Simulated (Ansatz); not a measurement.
Crystal: CoO.

```xyz
2
Lattice="1.6022 0.9250 2.5665 -1.6022 0.9250 2.5665 0.0000 -1.8501 2.5665" Properties=species:S:1:pos:R:3 pbc="T T T"
Co    0.0000    0.0000    7.6915
O     0.0000    0.0000    5.7824
```

Measurements of this composition are mostly on another form, of space group No. 225.

Base run:

* Program: Ansatz 0.2.0
* Functional: LDA
* Potentials or basis: all-electron LAPW, scalar-relativistic
* Cutoff: 455 eV (chosen from the basis error)
* Basis error allowed: 0.001 eV/atom
* k mesh: 10 × 10 × 10
* Occupations: fermi-dirac, width 0.05 eV
* Spin: collinear spin, ferromagnetic start
* Starting moments: [2.0, 0.0] μB

Its results: pressure -15.9 GPa; net moment 2.63 μB per cell; site moments Co +2.24; O +0.30 μB; largest force 0.188 eV/Å.

Task: The run is repeated on the same cell with these changes: functional from LDA to PBEsol. What comes out?

Result: Pressure -7.9 GPa; net moment 2.78 μB per cell; site moments Co +2.36; O +0.32 μB; largest force 0.215 eV/Å.

PBEsol binds less tightly than LDA, so the same cell stands under more pressure.

Caveats: a cell with one magnetic atom can't hold antiferromagnetic order, which such compounds often take.
